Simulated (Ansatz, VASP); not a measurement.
Al4P in VASP and in Ansatz

The input INCAR:

```
PREC = Accurate
ENCUT = 520
EDIFF = 1E-6
ISMEAR = 0
SIGMA = 0.1
LREAL = False
LASPH = True
NELM = 60
ALGO = Normal
ISIF = 2
LWAVE = False
LCHARG = False
GGA = PE
NBANDS = 16
```

The input KPOINTS:

```
regular mesh
0
Gamma
  4 4 4
```

File POSCAR:

```
Al4P
1.0
   -2.8668309700      2.8668309700      2.8668309700
    2.8668309700     -2.8668309700      2.8668309700
    2.8668309700      2.8668309700     -2.8668309700
Al P
4 1
Direct
    0.0000000000      0.6305807800      0.0000000000
    0.3694192200      0.3694192200      0.3694192200
    0.0000000000      0.0000000000      0.6305807800
    0.6305807800      0.0000000000      0.0000000000
    0.0000000000      0.0000000000      0.0000000000
```

Input for Ansatz:

```yaml
crystal:
  lattice:
    - [-2.86683097, 2.86683097, 2.86683097]
    - [2.86683097, -2.86683097, 2.86683097]
    - [2.86683097, 2.86683097, -2.86683097]
  atoms:
    - { symbol: Al, position: [0.0, 0.63058078, 0.0] }
    - { symbol: Al, position: [0.36941922, 0.36941922, 0.36941922] }
    - { symbol: Al, position: [0.0, 0.0, 0.63058078] }
    - { symbol: Al, position: [0.63058078, 0.0, 0.0] }
    - { symbol: P, position: [0.0, 0.0, 0.0] }
basis:
  ecutwfc: 420
kpoints:
  mp_grid: { grid: [4, 4, 4] }
hamiltonian:
  xc: pbe
scf:
  occupations: { method: gaussian, width: 0.1 }
  lower_state_search: "off"
output:
  forces: true
  stress: true
  eigenvalues: true
```

Change from the starting cell: species swapped into the GeF4 type (I-43m, No. 217).

Alike in both runs: task single point; functional PBE; k mesh 4 × 4 × 4; occupations gaussian, width 0.1 eV; no spin polarisation.

|  | VASP | Ansatz |
| --- | --- | --- |
| version | VASP 6.6.1 | Ansatz 0.2.0 |
| potentials or method | VASP PAW PBE potentials, release 64 (Al, P) | scalar-relativistic, plane waves, PAW |
| plane-wave cutoff (eV) | 520 | 420 |
| valence electrons in the cell | 17 | 17 |

|  | VASP | Ansatz | Ansatz less VASP |
| --- | --- | --- | --- |
| gap on the k mesh at the Fermi level (eV) | none | none | - |
| rms of the force components (eV/Å) | 6.698 | 6.713 | +0.0151 |

Atom by atom the forces differ by 0.015 eV/Å (rms over components). A gap of «none» marks a metal or a gap that the smearing closes. With one functional, cell and mesh, what is left measures potentials, basis and numerics.

Caveats: the k mesh is coarse (spacing up to 0.39 Å⁻¹), so the values aren't converged; forces of over 1 eV/Å show positions far from the minimum, so gaps and moduli don't describe the material at rest.
